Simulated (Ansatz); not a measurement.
**Nudged elastic band run: Si8O15, charge +2**

The input (input.yaml):

```yaml
crystal:
  lattice:
    - [-4.1929, -4.1929, 0.0]
    - [4.1929, -4.1929, 0.0]
    - [0.0, 0.0, 5.3408]
  atoms:
    - { symbol: Si, position: [0.46184307, 0.50144709, 0.00142819] }
    - { symbol: Si, position: [0.02197818, 0.50143939, 0.27408614] }
    - { symbol: O, position: [0.16625129, 0.50155562, 0.00146348] }
    - { symbol: O, position: [-0.00702639, 0.20423925, 0.24798437] }
    - { symbol: O, position: [-0.00699956, 0.79873959, 0.24800182] }
    - { symbol: Si, position: [0.52035822, 0.50146513, 0.50142165] }
    - { symbol: Si, position: [0.02193585, 0.50150199, 0.72880342] }
    - { symbol: O, position: [0.21503595, 0.50158286, 0.50149874] }
    - { symbol: O, position: [-0.00703515, 0.20426789, 0.754815] }
    - { symbol: O, position: [0.81689055, 0.50154654, 0.50143656] }
    - { symbol: O, position: [-0.00703448, 0.79876643, 0.75483471] }
    - { symbol: Si, position: [-0.00417304, 0.00153316, 0.00144055] }
    - { symbol: Si, position: [0.49885659, 0.00140683, 0.24917376] }
    - { symbol: O, position: [0.69424381, 0.00140902, 0.00143336] }
    - { symbol: O, position: [0.50933749, 0.6906822, 0.2429347] }
    - { symbol: O, position: [0.30154429, 0.00145957, 0.00140373] }
    - { symbol: O, position: [0.50931533, 0.31229113, 0.24295662] }
    - { symbol: Si, position: [-0.00857337, 0.00146335, 0.50139054] }
    - { symbol: Si, position: [0.49883646, 0.00147762, 0.75368252] }
    - { symbol: O, position: [0.69047213, 0.00147849, 0.50141949] }
    - { symbol: O, position: [0.50936548, 0.69068587, 0.75991664] }
    - { symbol: O, position: [0.30036017, 0.00142363, 0.50143284] }
    - { symbol: O, position: [0.50936854, 0.31229155, 0.75989066] }
total_charge: 2
basis:
  ecutwfc: 420.0
kpoints:
  mp_grid: { grid: [2, 2, 2] }
hamiltonian:
  xc: pbe
  dispersion: d3bj
  pseudopotentials: { kind: paw, azcp: { folder: soft_1 } }
scf:
  occupations: { method: gaussian, width: 0.02 }
  lower_state_search: "off"
  max_iter: 86
neb:
  images: 3
  f_tol: 0.2
  max_iterations: 50
  order_check: false
  final_atoms:
    - { symbol: Si, position: [0.53858985, 0.5, 0.0] }
    - { symbol: Si, position: [-0.02149496, 0.5, 0.2726625] }
    - { symbol: O, position: [-0.16581465, 0.5, 0.0] }
    - { symbol: O, position: [0.00754155, 0.20271774, 0.24662604] }
    - { symbol: O, position: [0.00754155, 0.79728226, 0.24662604] }
    - { symbol: Si, position: [0.48009356, 0.5, 0.5] }
    - { symbol: Si, position: [-0.02149496, 0.5, 0.7273375] }
    - { symbol: O, position: [0.18354565, 0.5, 0.5] }
    - { symbol: O, position: [0.00754155, 0.20271774, 0.75337396] }
    - { symbol: O, position: [0.78542688, 0.5, 0.5] }
    - { symbol: O, position: [0.00754155, 0.79728226, 0.75337396] }
    - { symbol: Si, position: [0.00461452, 0.0, 0.0] }
    - { symbol: Si, position: [0.50158202, 0.0, 0.24772829] }
    - { symbol: O, position: [0.69887055, 0.0, 0.0] }
    - { symbol: O, position: [0.49105629, 0.68918129, 0.24150333] }
    - { symbol: O, position: [0.30624497, 0.0, 0.0] }
    - { symbol: O, position: [0.49105629, 0.31081871, 0.24150333] }
    - { symbol: Si, position: [0.00904838, 0.0, 0.5] }
    - { symbol: Si, position: [0.50158202, 0.0, 0.75227171] }
    - { symbol: O, position: [0.70010452, 0.0, 0.5] }
    - { symbol: O, position: [0.49105629, 0.68918129, 0.75849667] }
    - { symbol: O, position: [0.31001031, 0.0, 0.5] }
    - { symbol: O, position: [0.49105629, 0.31081871, 0.75849667] }
```

Launched with:

```bash
$ ansatz run input.yaml --threads 1 --pin off --max-ram 3072MiB --backend cpu --events-out ev --progress --plain --runs-dir out
```

Output, in part (warnings, iteration lines):

```
NEB end point (image 0): max|allowed force component| = 1.168e-2 eV/Å (the criterion of neb.relax_end_points is 4.000e-2)
NEB end point (image 4): max|allowed force component| = 1.377e-3 eV/Å (the criterion of neb.relax_end_points is 4.000e-2)
NEB iter   1: max|band force component| = 6.109e0 eV/Å  barrier→ = 3.0928 eV  barrier← = 3.0928 eV  Δτ_max = 0.0299 Å  (54 SCF iters)
NEB iter   2: max|band force component| = 3.002e0 eV/Å  barrier→ = 2.5882 eV  barrier← = 2.5882 eV  Δτ_max = 0.0407 Å  (21 SCF iters)
NEB iter   3: max|band force component| = 2.250e-1 eV/Å  barrier→ = 2.3677 eV  barrier← = 2.3677 eV  CI = image 2  Δτ_max = 0.0045 Å  (22 SCF iters)
NEB iter   4: max|band force component| = 1.132e-1 eV/Å  barrier→ = 2.3669 eV  barrier← = 2.3669 eV  CI = image 2  Δτ_max = 0.0000 Å  (15 SCF iters)
```

It converged. The threshold of 0.2 eV/Å is loose, so the images may lie well off the minimum-energy path. Neighbouring images differ by up to 1.3 eV, so the band resolves the path poorly. The order of the stationary point at the top wasn't checked. Limits of this set-up: coarse k mesh, charged cell in a uniform background, uncorrected.

Final band:

```tsv
image	path coordinate (Å)	energy (eV)
0	0.00	0.00
1	0.53	1.32
2	1.06	2.37
3	1.59	1.32
4	2.12	0.00
```

Time of the run: 2.2 min on 1 thread of Arm Neoverse V1, with other jobs on the host, peak memory 0.6 GiB.
